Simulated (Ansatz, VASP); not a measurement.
**Two plane-wave programs on Na2H**

```xyz
3
Lattice="3.3664 0.0000 0.0000 0.0000 3.3664 0.0000 0.0000 0.0000 5.7094" Properties=species:S:1:pos:R:3 pbc="T T T"
Na    0.0000    0.0000    0.0789
Na    1.6832    1.6832    2.9012
H     0.0000    0.0000    2.7293
```

Change from the starting cell: the structure that the rattled cell fell into.

Alike in both runs: task relaxation of cell and atoms; functional PBE; k mesh 6 × 6 × 4; occupations gaussian, width 0.1 eV; no spin polarisation.

|  | VASP | Ansatz |
| --- | --- | --- |
| version | VASP 6.6.1 | Ansatz 0.2.0 |
| potentials or method | VASP PAW PBE potentials, release 64 (Na_pv, H) | scalar-relativistic, plane waves, PAW |
| plane-wave cutoff (eV) | 600 | 420 |
| valence electrons in the cell | 15 | 19 |

```csv
,VASP,Ansatz,Ansatz less VASP
"gap on the k mesh at the Fermi level, each at its own relaxed structure (eV)",none,none,-
relaxed volume (Å³/atom),22.82,22.58,-0.239
relaxed cell length with the largest relative difference (Å),6.242,6.169,-0.0731
energy change over the relaxation (meV/atom),-12,-12,-0.1
```

A gap of «none» marks a metal or a gap that the smearing closes. The two sets of potentials don't hold the same shells in valence.
